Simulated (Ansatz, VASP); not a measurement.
**Si: VASP beside Ansatz**

Contents of INCAR:

```
  PREC = Accurate
  ENCUT = 520
  EDIFF = 1E-6
  ISMEAR = -1
  SIGMA = 0.1
  LREAL = False
  LASPH = True
  NELM = 60
  ALGO = Fast
  ISIF = 2
  LWAVE = False
  LCHARG = False
  GGA = RP
  NBANDS = 13
```

Contents of KPOINTS:

```
regular mesh
0
Gamma
  9 9 14
```

POSCAR

```
Si
1.0
    4.3709984139      0.0000000000      0.0000000000
   -2.1854992070      3.7853956663      0.0000000000
    0.0000000000      0.0000000000      2.5022786265
Si
3
Direct
    0.0000000000      0.0000000000      0.0000000000
    0.3333333333      0.6666666667      0.5000000000
    0.6666666667      0.3333333333      0.5000000000
```

Input for Ansatz:

```yaml
crystal:
  lattice:
    - [4.3709984139, 0.0, 0.0]
    - [-2.185499207, 3.7853956663, 0.0]
    - [0.0, 0.0, 2.5022786265]
  atoms:
    - { symbol: Si, position: [0.0, 0.0, 0.0] }
    - { symbol: Si, position: [0.3333333333, 0.6666666667, 0.5] }
    - { symbol: Si, position: [0.6666666667, 0.3333333333, 0.5] }
hamiltonian:
  xc: rpbe
  pseudopotentials:
    kind: paw
    azcp:
      Si: "pseudopotentials/Si.paw.azcp"
basis:
  ecutwfc: 420
  fft_grid_basis: typed
kpoints:
  mp_grid: { grid: [9, 9, 14], shift: [0, 0, 0] }
magnetization:
  spin_polarized: false
scf:
  occupations: { method: fermi_dirac, width: 0.1 }
  lower_state_search: "off"
output:
  stress: true
  write_density: true
  write_potential: true
  elf: true
  volumetric_format: npy
```

Alike in both runs: task single point; functional RPBE; k mesh 9 × 9 × 14; occupations fermi-dirac, width 0.1 eV; no spin polarisation.

|  | VASP | Ansatz |
| --- | --- | --- |
| version | VASP 6.6.1 | Ansatz 0.2.0 |
| potentials or method | VASP PAW PBE potentials, release 64 (Si) | plane waves (420 eV) with PAW, scalar-relativistic |
| plane-wave cutoff (eV) | 520 | 420 |
| valence electrons in the cell | 12 | 12 |

VASP gave:

* pressure (GPa): 8.6
* largest component of the traceless stress (GPa): 3.22

Problem. Estimate Ansatz's values.

Solution. Pressure (GPa): 9.1; largest component of the traceless stress (GPa): 3.25.

Caveats: the PAW data sets were made with another functional, which shifts forces and pressure a little (VASP).
